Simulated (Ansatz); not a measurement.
Cu vacancy in Cu₂O

These are results of DFT PBE, scalar-relativistic, plane waves, PAW (Ansatz 0.2.0), not measurements. Settings: 420 eV cutoff, 3×3×3 k-mesh, Gaussian smearing of 0.02 eV, collinear spin.

Host crystal, relaxed:

```yaml
crystal:
  lattice:
    - [4.29822, 0.00000, 0.00000]
    - [0.00000, 4.29822, 0.00000]
    - [0.00000, 0.00000, 4.29822]
  atoms:
    - { symbol: Cu, position: [0.25000, 0.25000, 0.75000] }
    - { symbol: Cu, position: [0.75000, 0.25000, 0.25000] }
    - { symbol: Cu, position: [0.25000, 0.75000, 0.25000] }
    - { symbol: Cu, position: [0.75000, 0.75000, 0.75000] }
    - { symbol: O, position: [0.50000, 0.50000, 0.50000] }
    - { symbol: O, position: [0.00000, 0.00000, 0.00000] }
```

Supercell of 42 atoms, rows in host cell vectors: 1 1 -1; 0 1 2; 1 -2 0. Atoms relax at the host's cell from a start displaced at random by 0.06 Å near the defect, so other minima may exist. The cell is small, so energies carry finite-size errors of tenths of an eV. The host's Kohn–Sham gap is 0.48 eV.

Starting moments were lost in some runs.

Defect: Cu vacancy at (0.250, 0.250, 0.750) of the host cell, charge 0.

Task: Give the relaxed supercell.

Result:
```
Cu O
1.0
     4.29822    4.29822   -4.29822
     0.00000    4.29822    8.59645
     4.29822   -8.59645    0.00000
Cu O
27 14
Direct
  0.39248 0.56988 0.85849
  0.25094 0.00240 0.00109
  0.67667 0.71252 0.56824
  0.53723 0.14419 0.71713
  0.96302 0.85425 0.28425
  0.82150 0.28687 0.42706
  0.45966 0.36059 0.28149
  0.75450 0.49617 0.00401
  0.60695 0.92831 0.14269
  0.03475 0.64244 0.71036
  0.88843 0.06455 0.85119
  0.32547 0.79217 0.43422
  0.17917 0.21428 0.57506
  0.32082 0.28968 0.93614
  0.60704 0.42842 0.64281
  0.46697 0.86058 0.78891
  0.89315 0.56705 0.34926
  0.74689 0.99604 0.49647
  0.18013 0.72004 0.07050
  0.03373 0.13658 0.21489
  0.52748 0.63509 0.21071
  0.82070 0.78192 0.92875
  0.68651 0.22158 0.07471
  0.10698 0.92835 0.64270
  0.96150 0.35624 0.77903
  0.39332 0.07485 0.35675
  0.25235 0.50043 0.50640
  0.34292 0.42844 0.14276
  0.64335 0.56730 0.85960
  0.50434 0.00603 0.00360
  0.92659 0.71156 0.56485
  0.78626 0.14181 0.71197
  0.21718 0.85932 0.28697
  0.07282 0.28401 0.42927
  0.42760 0.71485 0.57340
  0.70962 0.85063 0.28180
  0.57068 0.28952 0.42598
  0.99683 0.99741 0.99842
  0.87113 0.42822 0.14269
  0.28735 0.14518 0.72058
  0.14107 0.57265 0.85612
```
Around the defect: 2 O at 1.76 Å, 6 Cu at 2.98 Å. The run ended with a moment of 0.00 μB, which may not be the ground spin state.

Cost: 2 runs of about 3.3 core-hours in all, on Intel Xeon Processor @ 2.70GHz (shared hosts).